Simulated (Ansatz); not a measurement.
CoO:

```
Co O
1.0
     1.50547    0.86918    2.43993
    -1.50547    0.86918    2.43993
     0.00000   -1.73837    2.43993
Co O
1 1
Direct
  0.00000 0.00000 0.00000
  0.50000 0.50000 0.50000
```

The cell is a database's computed one.

Base run:

- Program: Ansatz 0.2.0
- Functional: PBEsol
- Potentials or basis: Ansatz PAW
- Cutoff: 420 eV
- Density cutoff: 1680 eV
- k mesh: 11 × 11 × 11
- Occupations: fermi-dirac, width 0.05 eV
- Spin: collinear spin, ferromagnetic start
- Starting moments: [2.0, 0.0] μB

Its results: band gap on the k mesh none (metal or under the smearing width); pressure -9.1 GPa; net moment 2.94 μB per cell; site moments Co +2.49; O +0.34 μB.

Problem. After a change of settings the same cell gave: band gap on the k mesh 0.43 eV, indirect (least direct gap 1.34 eV); pressure 0.4 GPa; net moment 3.00 μB per cell; site moments Co +2.60; O +0.28 μB. Which change was it?
A. hubbard terms from none to Co d U = 8 eV; hubbard projectors from none to ortho-atomic (the default)
B. functional from PBEsol to r2SCAN; cutoff from 420 eV to 500 eV; density cutoff from 1680 eV to 2000 eV
C. functional from PBEsol to LDA
D. functional from PBEsol to PBE

Solution. B.

r2SCAN gives the wider gap, since meta-GGAs in the generalised Kohn-Sham scheme recover part of the derivative discontinuity.

Caveats: a cell with one magnetic atom can't hold antiferromagnetic order, which such compounds often take; the PAW data sets come from PBE, with cores solved anew for the run's functional, which leaves a small shift of forces and pressure; semilocal functionals often make such compounds metallic where correlation or magnetic order opens a gap, which also shifts bond lengths (some runs); the magnetic or orbital state may not be the lowest (some runs); odd divisions of the mesh miss points on the zone boundary, where band edges often lie, so the gap on the mesh can be too wide (some runs).

Not every run made on this cell is shown here.
